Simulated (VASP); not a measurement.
Write the native input for VASP 6.6.1 that does the following.

```
Task                   : single point
Functional             : PBEsol
Potentials or basis    : VASP PAW PBE potentials, release 64 (Mg, Se)
Cutoff                 : 520 eV
k mesh                 : 8 × 8 × 8
Occupations            : gaussian, width 0.05 eV
Spin                   : no spin polarisation
Dipole correction      : no
Further INCAR settings : ALGO = Normal; EDIFF = 1e-07; NBANDS = 11
```

The structure of MgSe lies in POSCAR:

```
MgSe
1.0
    0.0000000000      2.7255000000      2.7255000000
    2.7255000000      0.0000000000      2.7255000000
    2.7255000000      2.7255000000      0.0000000000
Mg Se
1 1
Direct
    0.0000000000      0.0000000000      0.0000000000
    0.5000000000      0.5000000000      0.5000000000
```

These files were run (other wordings do the same):

INCAR

```
PREC = Accurate ; ENCUT = 520
EDIFF = 1E-7 ; ISMEAR = 0
SIGMA = 0.05 ; LREAL = F
LASPH = T ; NELM = 60
ALGO = Normal ; ISIF = 2
LWAVE = F ; LCHARG = F
GGA = PS ; NBANDS = 11
```

KPOINTS

```
regular mesh
0
Gamma
  8 8 8
```

Potentials or basis: VASP PAW PBE potentials, release 64 (Mg, Se).

Launch:

```console
$ cat potpaw_PBE.64/Mg/POTCAR potpaw_PBE.64/Se/POTCAR > POTCAR
$ mpirun -np 1 vasp_std > vasp.out
```

Results of the run:

- Pressure: -0.1 GPa
- Band gap on the k mesh: 1.76 eV, indirect (least direct gap 2.50 eV)

Caveat: the PAW data sets were made with another functional, which shifts forces and pressure a little.

Wall time 12 s on 1 thread of Intel(R) Xeon(R) Platinum 8375C CPU @ 2.90GHz (Ice Lake), with other jobs on the host, peak memory 0.17 GiB.
